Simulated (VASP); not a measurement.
# AlN (P6_3mc) in VASP: a series of runs, part 2 of 3

VASP 6.6.1.

**4. Dielectric tensor, PBE**

Contents of INCAR:

```
  PREC = Accurate
  ENCUT = 650
  EDIFF = 1E-8
  ISMEAR = 0
  SIGMA = 0.01
  LREAL = False
  LASPH = True
  NELM = 100
  ALGO = Normal
  ISIF = 2
  LWAVE = False
  LCHARG = False
  GGA = PE
  LEPSILON = True
```

Contents of KPOINTS:

```
Automatic mesh
0
Gamma
  5 5 3
```

Contents of POSCAR:

```
AlN
1.0
    3.1130000000      0.0000000000      0.0000000000
   -1.5565000000      2.6959370820      0.0000000000
    0.0000000000      0.0000000000      4.9810000000
Al N
2 2
Direct
    0.6666666667      0.3333333333      0.5000000000
    0.3333333333      0.6666666667      0.0000000000
    0.6666666667      0.3333333333      0.8800000000
    0.3333333333      0.6666666667      0.3800000000
```

Potentials or basis: VASP PAW PBE potentials, release 64 (Al, N).

Command:

```console
> cat potpaw_PBE.64/Al/POTCAR potpaw_PBE.64/N/POTCAR > POTCAR
> mpirun -np 1 vasp_std > vasp.out
```

OUTCAR:

```text
PREC = Accurate
   ENCUT = 650
   EDIFF = 1E-8
   ISMEAR = 0
   LREAL = False
   LASPH = True
   NELM = 100
   ISIF = 2
   GGA = PE
   LEPSILON = True

 Found     10 irreducible k-points:

 Following reciprocal coordinates:
            Coordinates               Weight
  0.000000  0.000000  0.000000      1.000000
  0.200000 -0.000000  0.000000      6.000000
  0.400000  0.000000  0.000000      6.000000
  0.200000  0.200000  0.000000      6.000000
  0.400000  0.200000  0.000000      6.000000
  0.000000  0.000000  0.333333      2.000000
   k-points           NKPTS =     10   k-points in BZ     NKDIM =     10   number of bands    NBANDS=     12
   number of dos      NEDOS =    301   number of ions     NIONS =      4
   total plane-waves  NPLWV =  32928
   dimension x,y,z NGX =    28 NGY =   28 NGZ =   42
[... 236 lines left out ...]
          -0.000000     4.591379     0.000000
           0.000000     0.000000     4.753705
 ------------------------------------------------------

 PIEZOELECTRIC TENSOR (including local field effects)  for field in x, y, z        (e  Angst)
          XX          YY          ZZ          XY          YZ          ZX
  --------------------------------------------------------------------------------
  x     0.00000     0.00000     0.00000     0.00000     0.00000     0.89032
  y     0.00000     0.00000    -0.00000     0.00000     0.89032     0.00000
  z     0.68377     0.68377    -1.02659     0.00000     0.00000     0.00000

 PIEZOELECTRIC TENSOR (including local field effects)  for field in x, y, z        (C/m^2)
          XX          YY          ZZ          XY          YZ          ZX
  --------------------------------------------------------------------------------
  x     0.00000     0.00000     0.00000     0.00000     0.00000     0.34123
  y     0.00000     0.00000    -0.00000     0.00000     0.34123     0.00000
  z     0.26207     0.26207    -0.39346     0.00000     0.00000     0.00000

 BORN EFFECTIVE CHARGES (including local field effects) (in |e|, cummulative output)
 ---------------------------------------------------------------------------------
 ion    1
    1     2.53358    -0.00000     0.00000
    2     0.00000     2.53358    -0.00000
    3     0.00000     0.00000     2.67917
 ion    2
    1     2.53358     0.00000     0.00000
    2     0.00000     2.53358     0.00000
    3     0.00000    -0.00000     2.67917
 ion    3
    1    -2.53358    -0.00000     0.00000
    2    -0.00000    -2.53358     0.00000
    3     0.00000     0.00000    -2.67917
 ion    4
    1    -2.53358     0.00000     0.00000
    2     0.00000    -2.53358     0.00000
    3     0.00000     0.00000    -2.67917
```

OSZICAR:

```text
[... 13 lines left out ...]
RMM:   3    -0.443285802256E+00    0.42231E-02   -0.72835E-03   391   0.638E-01    0.599E-01
RMM:   4    -0.470915662248E+00   -0.27630E-01   -0.11213E-02   403   0.808E-01    0.881E-02
RMM:   5    -0.474969321516E+00   -0.40537E-02   -0.21838E-04   414   0.129E-01    0.222E-02
RMM:   6    -0.475787802900E+00   -0.81848E-03   -0.20773E-05   421   0.368E-02    0.705E-03
RMM:   7    -0.476011177916E+00   -0.22338E-03   -0.11424E-06   421   0.881E-03    0.324E-03
RMM:   8    -0.476149945842E+00   -0.13877E-03   -0.43427E-07   420   0.573E-03    0.301E-04
RMM:   9    -0.476147730813E+00    0.22150E-05   -0.21739E-08   436   0.675E-04    0.108E-04
RMM:  10    -0.476147917077E+00   -0.18626E-06   -0.22201E-08   408   0.320E-04    0.185E-05
RMM:  11    -0.476147836088E+00    0.80989E-07   -0.30980E-09   222   0.556E-05    0.951E-06
```

stdout:

```text
POSCAR found type information on POSCAR AlN
 POSCAR found :  2 types and       4 ions
 scaLAPACK will be used
 LDA part: xc-table for (Slater+PW92), standard interpolation
 POSCAR, INCAR and KPOINTS ok, starting setup
 FFT: planning ... GRIDC
 FFT: planning ... GRID_SOFT
 FFT: planning ... GRID
 WAVECAR not read
 entering main loop
 Linear response reoptimize wavefunctions to high precision
 Linear response G [H, r] |phi>, progress :
  Direction:   1
 Linear response G [H, r] |phi>, progress :
  Direction:   2
 Linear response G [H, r] |phi>, progress :
  Direction:   3
 Linear response to external field (no local field effect), progress :
  Direction:   1
 dielectric tensor                  component  1 :     4.117    -1.072    -0.248
 Linear response to external field (no local field effect), progress :
  Direction:   2
 dielectric tensor                  component  2 :    -1.072     5.344    -0.204
 Linear response to external field (no local field effect), progress :
  Direction:   3
 dielectric tensor                  component  3 :    -0.248    -0.204     4.876
 Linear response to external field, progress :
  Direction:   1
 dielectric tensor                  component  1 :     4.591    -0.285    -0.000
 Linear response to external field, progress :
  Direction:   2
 dielectric tensor                  component  2 :    -0.715     4.591    -0.000
 Linear response to external field, progress :
  Direction:   3
 dielectric tensor                  component  3 :    -0.250    -0.205     4.754
 Born effective charges drift removed
```

It took 84 s on 1 thread of Intel Xeon Platinum 8488C (Sapphire Rapids), shared host; peak memory 0.2 GiB.

These settings aren't checked as converged: the numbers below hold their error.

Results:

| Property | Result |
| --- | --- |
| Band gap on the k mesh | 4.22 eV, direct |
| Electronic dielectric tensor (diagonal) | 4.59, 4.59, 4.75 |
| Born charges (mean of the diagonal) | Al +2.58; N -2.58 e |

Caveat: the k mesh is coarse (spacing up to 0.47 Å⁻¹), so the values aren't converged.

**5. Dielectric tensor, PBE**

INCAR: that of step 4 with these lines changed.

```diff
@@ -1,3 +1,3 @@
   PREC = Accurate
-  ENCUT = 650
+  ENCUT = 340
   EDIFF = 1E-8
```

Contents of KPOINTS:

```
Automatic mesh
0
Gamma
  8 8 4
```

POSCAR is that of step 4.

Potentials or basis: VASP PAW PBE potentials, release 64 (Al, N).

Command:

```console
> cat potpaw_PBE.64/Al/POTCAR potpaw_PBE.64/N/POTCAR > POTCAR
> mpirun -np 1 vasp_std > vasp.out
```

OUTCAR:

```text
PREC = Accurate
   ENCUT = 340
   EDIFF = 1E-8
   ISMEAR = 0
   LREAL = False
   LASPH = True
   NELM = 100
   ISIF = 2
   GGA = PE
   LEPSILON = True

 Found     30 irreducible k-points:

 Following reciprocal coordinates:
            Coordinates               Weight
  0.000000  0.000000  0.000000      1.000000
  0.125000  0.000000  0.000000      6.000000
  0.250000  0.000000  0.000000      6.000000
  0.375000  0.000000  0.000000      6.000000
  0.500000  0.000000  0.000000      3.000000
  0.125000  0.125000  0.000000      6.000000
   k-points           NKPTS =     30   k-points in BZ     NKDIM =     30   number of bands    NBANDS=     12
   number of dos      NEDOS =    301   number of ions     NIONS =      4
   total plane-waves  NPLWV =  12000
   dimension x,y,z NGX =    20 NGY =   20 NGZ =   30
   dimension x,y,z NGXF=    40 NGYF=   40 NGZF=   60
   ions per type =               2   2
   NGX,Y,Z   is equivalent  to a cutoff of  10.68, 10.68, 10.01 a.u.
   NGXF,Y,Z  is equivalent  to a cutoff of  21.36, 21.36, 20.03 a.u.
 SYSTEM =  unknown system
   PREC   = accura    normal or accurate (medium, high low for compatibility)
   ISTART =      0    job   : 0-new  1-cont  2-samecut
   ICHARG =      2    charge: 1-file 2-atom 10-const
[... 210 lines left out ...]

------------------------ aborting loop because EDIFF is reached ----------------------------------------

 PIEZOELECTRIC TENSOR FIELD DIRECTION 3  (e Angst)
 -----------------------------------------------------------------------------
     0.68840  0.00000  0.00000           (  0.00381  0.00000  0.00000)
     0.00000  0.68840 -0.00000           (  0.00000  0.00381  0.00000)
    -0.00000 -0.00000 -1.03564           (  0.00000  0.00000 -0.00136)

 PIEZOELECTRIC TENSOR FIELD DIRECTION 3  (C/m^2)
 -----------------------------------------------------------------------------
     0.26384  0.00000  0.00000
     0.00000  0.26384 -0.00000
    -0.00000 -0.00000 -0.39693

 MACROSCOPIC STATIC DIELECTRIC TENSOR (including local field effects in DFT)
 ------------------------------------------------------
           4.454790    -0.000000     0.000000
           0.000000     4.454790    -0.000000
           0.000000    -0.000000     4.648258
 ------------------------------------------------------

 PIEZOELECTRIC TENSOR (including local field effects)  for field in x, y, z        (e  Angst)
          XX          YY          ZZ          XY          YZ          ZX
  --------------------------------------------------------------------------------
  x     0.00000    -0.00000     0.00000    -0.00000     0.00000     0.88760
  y     0.00000     0.00000     0.00000     0.00000     0.88760     0.00000
  z     0.68840     0.68840    -1.03564     0.00000     0.00000     0.00000

 PIEZOELECTRIC TENSOR (including local field effects)  for field in x, y, z        (C/m^2)
          XX          YY          ZZ          XY          YZ          ZX
  --------------------------------------------------------------------------------
  x     0.00000    -0.00000     0.00000    -0.00000     0.00000     0.34019
  y     0.00000     0.00000     0.00000     0.00000     0.34019     0.00000
  z     0.26384     0.26384    -0.39693     0.00000     0.00000     0.00000

 BORN EFFECTIVE CHARGES (including local field effects) (in |e|, cummulative output)
 ---------------------------------------------------------------------------------
 ion    1
    1     2.50420     0.00000    -0.00000
    2     0.00000     2.50420     0.00000
    3     0.00000     0.00000     2.65845
 ion    2
    1     2.50420     0.00000     0.00000
    2     0.00000     2.50420     0.00000
    3     0.00000    -0.00000     2.65845
 ion    3
    1    -2.50420     0.00000     0.00000
    2     0.00000    -2.50420     0.00000
    3     0.00000     0.00000    -2.65845
 ion    4
    1    -2.50420     0.00000     0.00000
    2     0.00000    -2.50420    -0.00000
    3     0.00000    -0.00000    -2.65845
```

Wall time 61 s (1 thread of Intel Xeon Platinum 8488C (Sapphire Rapids), shared host); peak memory 0.16 GiB.

The run converged, but a check on its numbers failed (symmetry, net force, bounds or a known fault of this set-up), so they aren't taken as properties of the crystal.

Caveat: the cutoff lies under the usual one of these potentials, so the numbers hold a large basis-set error.

(Part 2 of 3 ends here.)
